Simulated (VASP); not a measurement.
# TiAl3 (Pm-3m) in VASP: further runs

One crystal, TiAl3, is run at these levels: PBE; tasks: single point, relaxation of cell and atoms.

Everything below comes from runs of VASP 6.6.1. Logs are shortened: lines on timing, memory, paths and dates and some standing lists are left out, and cuts for length are marked.

### Step 1. Starting point

It takes space group Pm-3m (No. 221, cubic). Conventional cell: a = 3.980 Å, b = 3.980 Å, c = 3.980 Å, α = 90.00°, β = 90.00°, γ = 90.00°. Ti (site symmetry m-3m) has 12 Al at 2.81 Å as nearest neighbours. Al (site symmetry 4/mmm) is surrounded by 4 Ti at 2.81 Å and 8 Al at 2.81 Å.

The cell comes from a database or a generator and needn't be the stable form of this composition.

### Step 2. Single point, PBE

INCAR reads:

```
PREC = Accurate
ENCUT = 520
EDIFF = 1E-6
ISMEAR = 0
SIGMA = 0.1
LREAL = False
LASPH = True
NELM = 100
ALGO = Normal
ISIF = 2
LWAVE = False
LCHARG = False
GGA = PE
NBANDS = 18
```

KPOINTS reads:

```
Automatic mesh
0
Gamma
  10 10 10
```

POSCAR reads:

```
TiAl3
1.0
    3.9797267061      0.0000000000      0.0000000000
    0.0000000000      3.9797267061      0.0000000000
    0.0000000000      0.0000000000      3.9797267061
Ti Al
1 3
Direct
    0.0000000000      0.0000000000      0.0000000000
    0.5000000000      0.5000000000      0.0000000000
    0.5000000000      0.0000000000      0.5000000000
    0.0000000000      0.5000000000      0.5000000000
```

Potentials or basis: VASP PAW PBE potentials, release 64 (Ti_sv, Al).

Launch:

```
$ cat potpaw_PBE.64/Ti_sv/POTCAR potpaw_PBE.64/Al/POTCAR > POTCAR
$ mpirun -np 1 vasp_std > vasp.out
```

OUTCAR:

```text
PREC = Accurate
   ENCUT = 520
   EDIFF = 1E-6
   ISMEAR = 0
   LREAL = False
   LASPH = True
   NELM = 100
   ISIF = 2
   GGA = PE

 ion  position               nearest neighbor table
   1  0.000  0.000  0.000-   2 2.81   3 2.81   4 2.81   3 2.81   4 2.81   2 2.81   4 2.81   4 2.81
                             2 2.81   3 2.81   3 2.81   2 2.81
   2  0.500  0.500  0.000-   1 2.81   3 2.81   4 2.81   3 2.81   4 2.81   1 2.81   3 2.81   3 2.81
                             1 2.81   4 2.81   4 2.81   1 2.81
   3  0.500  0.000  0.500-   1 2.81   2 2.81   4 2.81   1 2.81   2 2.81   2 2.81   4 2.81   2 2.81
                             1 2.81   4 2.81   1 2.81   4 2.81
   4  0.000  0.500  0.500-   1 2.81   2 2.81   3 2.81   1 2.81   2 2.81   1 2.81   3 2.81   1 2.81
                             2 2.81   3 2.81   2 2.81   3 2.81

  LATTYP: Found a simple cubic cell.
 ALAT       =     3.9797267061

  Lattice vectors:

 A1 = (   3.9797267061,   0.0000000000,   0.0000000000)
 A2 = (   0.0000000000,   3.9797267061,   0.0000000000)
 A3 = (   0.0000000000,   0.0000000000,   3.9797267061)

Analysis of symmetry for initial positions (statically):
=====================================================================
 Subroutine PRICEL returns:
 Original cell was already a primitive cell.

 Routine SETGRP: Setting up the symmetry group for a
 simple cubic supercell.

 Subroutine GETGRP returns: Found 48 space group operations
 (whereof 48 operations were pure point group operations)
 out of a pool of 48 trial point group operations.

The static configuration has the point symmetry O_h .

Analysis of symmetry for dynamics (positions and initial velocities):
=====================================================================
 Subroutine PRICEL returns:
 Original cell was already a primitive cell.

 Routine SETGRP: Setting up the symmetry group for a
 simple cubic supercell.

 Subroutine GETGRP returns: Found 48 space group operations
 (whereof 48 operations were pure point group operations)
 out of a pool of 48 trial point group operations.

The dynamic configuration has the point symmetry O_h .

 Subroutine INISYM returns: Found 48 space group operations
 (whereof 48 operations are pure point group operations),
 and found     1 'primitive' translations

----------------------------------------------------------------------------------------

                                     Primitive cell

  volume of cell :      63.0318

  direct lattice vectors                    reciprocal lattice vectors
     3.979726706  0.000000000  0.000000000     0.251273536  0.000000000  0.000000000
     0.000000000  3.979726706  0.000000000     0.000000000  0.251273536  0.000000000
     0.000000000  0.000000000  3.979726706     0.000000000  0.000000000  0.251273536

  length of vectors
     3.979726706  3.979726706  3.979726706     0.251273536  0.251273536  0.251273536

  position of ions in fractional coordinates (direct lattice)
     0.000000000  0.000000000  0.000000000
     0.500000000  0.500000000  0.000000000
     0.500000000  0.000000000  0.500000000
     0.000000000  0.500000000  0.500000000

  ion indices of the primitive-cell ions
   primitive index   ion index
                 1           1
                 2           2
                 3           3
                 4           4

----------------------------------------------------------------------------------------

 KPOINTS: Automatic mesh

Automatic generation of k-mesh.
 Grid dimensions read from file:
 generate k-points for:   10   10   10

 Generating k-lattice:

  Cartesian coordinates                     Fractional coordinates (reciprocal lattice)
     0.025127354  0.000000000  0.000000000     0.100000000  0.000000000  0.000000000
     0.000000000  0.025127354  0.000000000     0.000000000  0.100000000  0.000000000
     0.000000000  0.000000000  0.025127354     0.000000000  0.000000000  0.100000000

  Length of vectors
     0.025127354  0.025127354  0.025127354

  Shift w.r.t. Gamma in fractional coordinates (k-lattice)
     0.000000000  0.000000000  0.000000000

 Subroutine IBZKPT returns following result:
 ===========================================

 Found     56 irreducible k-points:

 Following reciprocal coordinates:
            Coordinates               Weight
  0.000000  0.000000  0.000000      1.000000
  0.100000  0.000000  0.000000      6.000000
  0.200000  0.000000  0.000000      6.000000
  0.300000  0.000000  0.000000      6.000000
  0.400000  0.000000  0.000000      6.000000
  0.500000  0.000000  0.000000      3.000000
[... 16 lines left out ...]
  0.200000  0.100000  0.100000     24.000000
  0.300000  0.100000  0.100000     24.000000
 [... further k-points ...]
   k-points           NKPTS =     56   k-points in BZ     NKDIM =     56   number of bands    NBANDS=     18
   number of dos      NEDOS =    301   number of ions     NIONS =      4
   total plane-waves  NPLWV =  27000
   dimension x,y,z NGX =    30 NGY =   30 NGZ =   30
   dimension x,y,z NGXF=    60 NGYF=   60 NGZF=   60
   ions per type =               1   3
   NGX,Y,Z   is equivalent  to a cutoff of  12.53, 12.53, 12.53 a.u.
   NGXF,Y,Z  is equivalent  to a cutoff of  25.06, 25.06, 25.06 a.u.
 SYSTEM =  unknown system
   PREC   = accura    normal or accurate (medium, high low for compatibility)
   ISTART =      0    job   : 0-new  1-cont  2-samecut
   ICHARG =      2    charge: 1-file 2-atom 10-const
   ISPIN  =      1    spin polarized calculation?
   LNONCOLLINEAR =      F non collinear calculations
   LSORBIT =      F    spin-orbit coupling
   LASPH  =      T    aspherical Exc in radial PAW
   ENCUT  =  520.0 eV  38.22 Ry    6.18 a.u.   7.40  7.40  7.40*2*pi/ulx,y,z
   NELM   =    100;   NELMIN=  2; NELMDL= -5     # of ELM steps
   EDIFF  = 0.1E-05   stopping-criterion for ELM
   LREAL  =      F    real-space projection
   EDIFFG = 0.1E-04   stopping-criterion for IOM
   NSW    =      0    number of steps for IOM
   IBRION =     -1    ionic relax: 0-MD 1-quasi-New 2-CG
   NFREE  =      0    steps in history (QN), initial steepest desc. (CG)
   ISIF   =      2    stress and relaxation
   ISYM   =      2    0-nonsym 1-usesym 2-fastsym
   POTIM  = 0.5000    time-step for ionic-motion
   TEBEG  =    0.0;   TEEND  =   0.0 temperature during run
   PSTRESS=    0.0 pullay stress
   NELECT =      21.0000    total number of electrons
   NUPDOWN=      -1.0000    fix difference up-down
   EMIN   =  10.00;   EMAX   =-10.00  energy-range for DOS
   EFERMI =   0.00;   METHOD = LEGACY
   ISMEAR =     0;   SIGMA  =   0.10  broadening in eV -4-tet -1-fermi 0-gaus
   EFERMI_NEDOS =   21; number of points for ismear=-14 and -15
   IALGO  =     38    algorithm
   IMIX   =      4    mixing-type and parameters
     AMIX     =   0.40;   BMIX     =  1.00
     AMIX_MAG =   1.60;   BMIX_MAG =  1.00
  volume/ion in A,a.u.               =      15.76       106.34
  Fermi-wavevector in a.u.,A,eV,Ry     =   1.134910  2.144669 17.524579  1.288020
  Thomas-Fermi vector in A             =   2.271614
   LORBIT       =      0    0 simple, 1 ext, 2 COOP (PROOUT), +10 PAW based schemes
   GGA     = PE    functional components
   LHFCALC =     F    Hartree Fock is set to
   AEXX    =    0.0000 exact exchange contribution
   IVDW    =     0    specifies the selected vdW correction
   LEPSILON=     F    determine dielectric tensor
   LRPA    =     F    only Hartree local field effects (RPA)
 non-spin polarized calculation
 Gauss-broadening in eV      SIGMA  =   0.10
  energy-cutoff  :      520.00
  volume of cell :       63.03
 maximum number of plane-waves:      1743
 NGX is ok and might be reduce to    30
   NGX = 15   NGY = 15   NGZ = 15

 number of electron      20.9999998 magnetization

 Free energy of the ion-electron system (eV)
  ---------------------------------------------------
  ext. energy  EPLUGINS =         0.00000000
  ---------------------------------------------------
  free energy    TOTEN  =       -20.55516040 eV

  energy without entropy =      -20.54421129  energy(sigma->0) =      -20.54968584

 E-fermi :   8.9535     XC(G=0): -10.7571

 val. band max:        8.9398991709   @ k =   0.4000   0.4000   0.1000
 cond. band min:       8.9786133024   @ k =   0.2000   0.1000   0.0000
 fundamental gap:      0.0387141315
 Fermi energy:         8.9535128065

 k-point     1 :       0.0000    0.0000    0.0000
  band No.  band energies     occupation
      1     -48.0675      2.00000
      2     -24.3671      2.00000
      3     -24.3671      2.00000
      4     -24.3671      2.00000
      5      -1.8006      2.00000
      6       5.8672      2.00000
[... 10 lines left out ...]
     17      14.5370      0.00000
     18      14.5370      0.00000

 k-point     2 :       0.1000    0.0000    0.0000
  band No.  band energies     occupation
      1     -48.0674      2.00000
      2     -24.3689      2.00000
      3     -24.3670      2.00000
      4     -24.3670      2.00000
      5      -1.7047      2.00000
      6       5.1164      2.00000
[... 10 lines left out ...]
     17      14.3996      0.00000
     18      14.3996      0.00000

 k-point     3 :       0.2000    0.0000    0.0000
  band No.  band energies     occupation
      1     -48.0672      2.00000
      2     -24.3735      2.00000
      3     -24.3666      2.00000
      4     -24.3666      2.00000
      5      -1.4196      2.00000
      6       3.9231      2.00000
[... 10 lines left out ...]
     17      13.7609      0.00000
     18      13.7609      0.00000

 k-point     4 :       0.3000    0.0000    0.0000
  band No.  band energies     occupation
      1     -48.0670      2.00000
      2     -24.3792      2.00000
      3     -24.3662      2.00000
      4     -24.3662      2.00000
      5      -0.9540      2.00000
      6       2.7292      2.00000
[... 375 lines left out ...]
      4     -24.3685      2.00000
      5      -1.5143      2.00000
      6       5.1086      2.00000
[... 10 lines left out ...]
     17      14.1089      0.00000
     18      14.1099      0.00000

 k-point    23 :       0.2000    0.1000    0.1000
  band No.  band energies     occupation
      1     -48.0671      2.00000
      2     -24.3732      2.00000
      3     -24.3683      2.00000
      4     -24.3682      2.00000
      5      -1.2319      2.00000
      6       4.0629      2.00000
[... 10 lines left out ...]
     17      13.6501      0.00000
     18      13.6564      0.00000

 k-point    24 :       0.3000    0.1000    0.1000
  band No.  band energies     occupation
      1     -48.0668      2.00000
      2     -24.3788      2.00000
      3     -24.3679      2.00000
      4     -24.3677      2.00000
      5      -0.7714      2.00000
      6       2.8909      2.00000
[... 10 lines left out ...]
     17      13.0811      0.00000
     18      14.3968      0.00000

 [... further k-points ...]

------------------------ aborting loop because EDIFF is reached ----------------------------------------

  FORCE on cell =-STRESS in cart. coord.  units (eV):
  Direction    XX          YY          ZZ          XY          YZ          ZX
  --------------------------------------------------------------------------------------
  -------------------------------------------------------------------------------------
  Total       -0.0488213     -0.0488213     -0.0488213     -0.0000000     -0.0000000     -0.0000000
  in kB       -1.2409678     -1.2409678     -1.2409678     -0.0000000     -0.0000000     -0.0000000
  external PRESSURE =      -1.2409678 kB  Pullay stress =       0.0000000 kB

 VOLUME and BASIS-vectors are now :
 -----------------------------------------------------------------------------
  energy-cutoff  :      520.00
  volume of cell :       63.03
      direct lattice vectors                 reciprocal lattice vectors
     3.979726706  0.000000000  0.000000000     0.251273536  0.000000000  0.000000000
     0.000000000  3.979726706  0.000000000     0.000000000  0.251273536  0.000000000
     0.000000000  0.000000000  3.979726706     0.000000000  0.000000000  0.251273536

 POSITION                                       TOTAL-FORCE (eV/Angst)
 -----------------------------------------------------------------------------------
      0.00000      0.00000      0.00000         0.000000      0.000000      0.000000
      1.98986      1.98986      0.00000         0.000000      0.000000      0.000000
      1.98986      0.00000      1.98986         0.000000      0.000000      0.000000
      0.00000      1.98986      1.98986         0.000000      0.000000      0.000000
 -----------------------------------------------------------------------------------
    total drift:                                0.000000     -0.000000      0.000000

  FREE ENERGIE OF THE ION-ELECTRON SYSTEM (eV)
  ---------------------------------------------------
  free  energy   TOTEN  =       -20.5551603953 eV

  energy  without entropy=      -20.5442112945  energy(sigma->0) =      -20.54968584
```

Wall time 22 s (1 thread of Intel Xeon 6975P-C (Granite Rapids), shared host); peak memory 0.2 GiB.

What came out:

```yaml
Free_energy: -20.5552 eV
Pressure: -0.1 GPa
Band_gap_on_the_k_mesh: none (metal or under the smearing width)
```

### Step 3. Relaxation of cell and atoms, PBE

This run uses another cell than the first one, of 15.47 Å³/atom, 0.982 times its volume.

INCAR reads:

```
ALGO = Normal
EDIFF = 1E-7
EDIFFG = -0.005
ENCUT = 600
GGA = PE
IBRION = 2
ISIF = 3
ISMEAR = 0
LASPH = T
LCHARG = F
LREAL = F
LWAVE = F
NELM = 100
NSW = 100
PREC = Accurate
SIGMA = 0.1
```

KPOINTS reads:

```
k-points
0
Gamma
  10 10 10
```

POSCAR reads:

```
TiAl3
1.0
    3.9556712500      0.0000000000      0.0000000000
    0.0000000000      3.9556712500      0.0000000000
    0.0000000000      0.0000000000      3.9556712500
Ti Al
1 3
Direct
    0.0000000000      0.0000000000      0.0000000000
    0.5000000000      0.5000000000      0.0000000000
    0.5000000000      0.0000000000      0.5000000000
    0.0000000000      0.5000000000      0.5000000000
```

Potentials or basis: VASP PAW PBE potentials, release 64 (Ti_sv, Al).

Launch:

```
$ cat potpaw_PBE.64/Ti_sv/POTCAR potpaw_PBE.64/Al/POTCAR > POTCAR
$ mpirun -np 1 vasp_std > vasp.out
```

OUTCAR:

```text
EDIFF = 1E-7
   EDIFFG = -0.005
   ENCUT = 600
   GGA = PE
   IBRION = 2
   ISIF = 3
   ISMEAR = 0
   LASPH = T
   LREAL = F
   NELM = 100
   NSW = 100
   PREC = Accurate

 ion  position               nearest neighbor table
   1  0.000  0.000  0.000-   2 2.80   3 2.80   4 2.80   3 2.80   4 2.80   2 2.80   4 2.80   4 2.80
                             2 2.80   3 2.80   3 2.80   2 2.80
   2  0.500  0.500  0.000-   1 2.80   3 2.80   4 2.80   3 2.80   4 2.80   1 2.80   3 2.80   3 2.80
                             1 2.80   4 2.80   4 2.80   1 2.80
   3  0.500  0.000  0.500-   1 2.80   2 2.80   4 2.80   1 2.80   2 2.80   2 2.80   4 2.80   2 2.80
                             1 2.80   4 2.80   1 2.80   4 2.80
   4  0.000  0.500  0.500-   1 2.80   2 2.80   3 2.80   1 2.80   2 2.80   1 2.80   3 2.80   1 2.80
                             2 2.80   3 2.80   2 2.80   3 2.80

  LATTYP: Found a simple cubic cell.
 ALAT       =     3.9556712500

  Lattice vectors:

 A1 = (   3.9556712500,   0.0000000000,   0.0000000000)
 A2 = (   0.0000000000,   3.9556712500,   0.0000000000)
[... 289 lines left out ...]
     11       9.0825      0.07354
     12       9.0825      0.07353
     13       9.0825      0.07353
     14       9.6649      0.00000
[... 377 lines left out ...]
      1     -48.0644      2.00000
      2     -24.3770      2.00000
      3     -24.3661      2.00000
      4     -24.3659      2.00000
      5      -0.7699      2.00000
      6       2.8929      2.00000
      7       5.5717      2.00000
      8       6.1272      2.00000
      9       7.1368      2.00000
     10       8.4183      2.00000
     11       8.8360      1.91013
     12       9.4555      0.00000
     13       9.7811      0.00000
     14      11.2707      0.00000

 [... further k-points ...]

------------------------ aborting loop because EDIFF is reached ----------------------------------------

  FORCE on cell =-STRESS in cart. coord.  units (eV):
  Direction    XX          YY          ZZ          XY          YZ          ZX
  --------------------------------------------------------------------------------------
  -------------------------------------------------------------------------------------
  Total        0.0034224      0.0034224      0.0034224      0.0000000      0.0000000     -0.0000000
  in kB        0.0870145      0.0870145      0.0870145      0.0000000      0.0000000     -0.0000000
  external PRESSURE =       0.0870145 kB  Pullay stress =       0.0000000 kB
[... 19 lines left out ...]
  FREE ENERGIE OF THE ION-ELECTRON SYSTEM (eV)
  ---------------------------------------------------
  free  energy   TOTEN  =       -20.5554521573 eV

  energy  without entropy=      -20.5445092247  energy(sigma->0) =      -20.54998069

 reached required accuracy - stopping structural energy minimisation
```

It took 39 s on 1 thread of Intel Xeon 6975P-C (Granite Rapids), shared host; peak memory 0.22 GiB.

What came out:

```yaml
Free_energy: -20.5555 eV
Relaxed_volume: 15.75 Å³/atom
Relaxed_cell: a = 3.979 Å, b = 3.979 Å, c = 3.979 Å, α = 90.00°, β = 90.00°, γ = 90.00°
Space_group_after_relaxing_to_0.05_Å: Pm-3m (No. 221)
Energy_gained_by_relaxing: 1.7 meV/atom
Ionic_steps: 3
Pressure_after_relaxing: 0.0 GPa
Band_gap_on_the_k_mesh: none (metal or under the smearing width)
```

The path:
| step | energy change (eV) | largest force (eV/Å) | pressure (GPa) | volume (Å³) |
| --- | --- | --- | --- | --- |
| 1 | 0.0000 | 0.0000 | 1.98 | 61.90 |
| 2 | -0.0049 | 0.0000 | -0.99 | 63.63 |
| 3 | -0.0068 | 0.0000 | 0.01 | 63.02 |

Final structure:
```
CELL_PARAMETERS angstrom
3.97938 0.00000 0.00000
0.00000 3.97938 0.00000
0.00000 0.00000 3.97938
ATOMIC_POSITIONS crystal
Ti 0.00000 0.00000 0.00000
Al 0.50000 0.50000 0.00000
Al 0.50000 0.00000 0.50000
Al 0.00000 0.50000 0.50000
```

Levels at points of the mesh, in eV from the Fermi level:
```tsv
k point	band 7	band 8	band 9	band 10	band 11	band 12	band 13	band 14
(0.00, 0.00, 0.00)	-3.09	-2.19	-2.19	-2.19	0.13	0.13	0.13	0.71
(0.50, 0.00, 0.00)	-2.26	-2.26	-2.16	0.36	0.69	0.69	0.91	1.00
(0.50, 0.50, 0.00)	-6.14	-5.02	-1.27	-1.27	0.59	0.85	1.06	1.11
(0.50, 0.50, 0.50)	-5.16	-4.95	-3.51	-3.51	-3.51	0.16	1.17	1.17
```

### Step 4. Single point, PBE

This run uses another cell than the first one, of 14.81 Å³/atom, 0.940 times its volume.

INCAR reads:

```
SYSTEM = TiAl3
  PREC = Accurate
  ENCUT = 520
  EDIFF = 1E-7
  ISMEAR = 0
  SIGMA = 0.1
  LREAL = .FALSE.
  LASPH = .TRUE.
  NELM = 100
  ALGO = Normal
  ISIF = 2
  LWAVE = .FALSE.
  LCHARG = .FALSE.
  GGA = PE
  NBANDS = 18
```

KPOINTS reads:

```
regular mesh
0
G
  10 10 10
  0 0 0
```

POSCAR reads:

```
TiAl3
1.0
    3.8984849978      0.0000000000      0.0000000000
    0.0000000000      3.8984849978      0.0000000000
    0.0000000000      0.0000000000      3.8984849978
Ti Al
1 3
Direct
    0.0000000000      0.0000000000      0.0000000000
    0.5000000000      0.5000000000      0.0000000000
    0.5000000000      0.0000000000      0.5000000000
    0.0000000000      0.5000000000      0.5000000000
```

Launch:

```
$ cat potpaw_PBE.64/Ti_sv/POTCAR potpaw_PBE.64/Al/POTCAR > POTCAR
$ mpirun -np 1 vasp_std > vasp.out
```

Run time: 24 s. Hardware: 1 thread of Intel Xeon 6975P-C (Granite Rapids), shared host; peak memory 0.2 GiB.

The run converged. Its results:

```
Free energy            : -20.4716 eV
Pressure               : 7.4 GPa
Band gap on the k mesh : none (metal or under the smearing width)
```

Levels at points of the mesh, in eV from the Fermi level:
```tsv
k point	band 6	band 7	band 8	band 9	band 10	band 11	band 12	band 13	band 14	band 15
(0.00, 0.00, 0.00)	-3.23	-3.23	-2.25	-2.25	-2.25	0.11	0.11	0.11	0.65	4.39
(0.50, 0.00, 0.00)	-8.23	-2.40	-2.40	-2.34	0.38	0.74	0.74	0.95	1.00	1.56
(0.50, 0.50, 0.00)	-6.28	-6.28	-5.22	-1.35	-1.35	0.61	0.92	1.06	1.21	3.68
(0.50, 0.50, 0.50)	-5.30	-5.30	-5.21	-3.63	-3.63	-3.63	0.24	1.27	1.27	2.94
```

(Continued in part 2 of 2.)
